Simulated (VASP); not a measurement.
A run of VASP 6.6.1:

File INCAR:

```
SYSTEM = SnO2
PREC = Accurate
ENCUT = 520
EDIFF = 1E-6
ISMEAR = 0
SIGMA = 0.01
LREAL = .FALSE.
LASPH = .TRUE.
NELM = 100
ALGO = Normal
ISIF = 2
LWAVE = .FALSE.
LCHARG = .FALSE.
NBANDS = 20
```

The input KPOINTS:

```
Automatic mesh
0
G
  6 6 6
  0 0 0
```

Contents of POSCAR:

```
SnO2
1.0
    1.5833884416      0.9141697430      4.7005359556
   -1.5833884416      0.9141697430      4.7005359556
    0.0000000000     -1.8283394860      4.7005359556
Sn O
1 2
Direct
    0.5000000000      0.5000000000      0.5000000000
    0.2372162683      0.2372162683      0.2372162683
    0.7627837317      0.7627837317      0.7627837317
```

Potentials or basis: VASP PAW LDA potentials, release 64 (Sn_d, O).

Run with:

```console
$ cat potpaw_LDA.64/Sn_d/POTCAR potpaw_LDA.64/O/POTCAR > POTCAR
$ mpirun -np 1 vasp_std > vasp.out
```

Hardware: 1 thread of Intel(R) Xeon(R) Platinum 8488C (Sapphire Rapids), on a shared host.

Question: How long does it take, and how much memory?

Answer: Wall time 33 s on 1 thread of Intel(R) Xeon(R) Platinum 8488C (Sapphire Rapids), with other jobs on the host, peak memory 0.2 GiB. Counts: scf iterations 12, k points 32.
